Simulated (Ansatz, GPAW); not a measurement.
**One calculation of BAs, 3 ways**

```xyz
2
Lattice="0.0000 2.3885 2.3885 2.3885 0.0000 2.3885 2.3885 2.3885 0.0000" Properties=species:S:1:pos:R:3 pbc="T T T"
As    3.5827    3.5827    3.5827
B     0.0000    0.0000    0.0000
```

Alike in all runs: task single point; functional RPBE; k mesh 10 × 10 × 10; occupations gaussian, width 0.02 eV; no spin polarisation; no spin-orbit coupling. Pressure is positive in compression and, in plane waves, holds the error of the finite cutoff, which Ansatz's Pulay term estimates and takes out.

```csv
program and potentials,plane-wave cutoff (eV),notes,band gap (eV),pressure (GPa)
"Ansatz, Ansatz PAW",420,"potentials made for PBE, which Ansatz adapts in part; 9 valence electrons an atom on average; Pulay term of +0.09 GPa included",1.22,5.43
"GPAW, the program's PAW data sets (release 1.2.1) made for this functional",800,4 valence electrons an atom on average,1.21,5.96
"Ansatz, all-electron LAPW, scalar-relativistic",-,-,1.22,5.38
```

The band gap spans 1.21 (GPAW, the program's PAW data sets (release 1.2.1) made for this functional) to 1.22 eV (Ansatz, all-electron LAPW, scalar-relativistic), with all-electron results at 1.22. The pressure spans 5.38 (Ansatz, all-electron LAPW, scalar-relativistic) to 5.96 GPa (GPAW, the program's PAW data sets (release 1.2.1) made for this functional), with all-electron results at 5.38. Some sets were made for another functional than the one run, which can shift their rows. Spin-orbit coupling, left out here, moves the band edges of heavy atoms. The gap is indirect and read on the mesh alone.

Differences between rows come from potentials, basis sets and numerical settings, since the functional is the same but for its coding. Runs on potential files found faulty are left out.

The three calculations agree closely on the gap of BAs but less well on the pressure, where the PAW result from Ansatz, 5.43 GPa, lies much nearer the all-electron 5.38 GPa than GPAW's 5.96 GPa does. The smaller valence space in GPAW, which leaves the As 3d shell in the core, may contribute to that offset. The band edges come mainly from covalent B–As sp states, and a gap can agree well even when the volume derivative of the total energy does not.

All three pressures are positive, so RPBE favours a larger cell than this one, which is close to the measured size. This fits the functional's strong gradient enhancement, which tends to weaken bonding and lengthen bonds. The gap of about 1.22 eV is well below the experimental one, as expected from semilocal Kohn–Sham eigenvalues, which lack the derivative discontinuity. Agreement between the codes therefore supports the numerical consistency of the RPBE gap, not its accuracy as a quasiparticle gap. A single volume fixes neither the equilibrium lattice constant nor the bulk modulus.
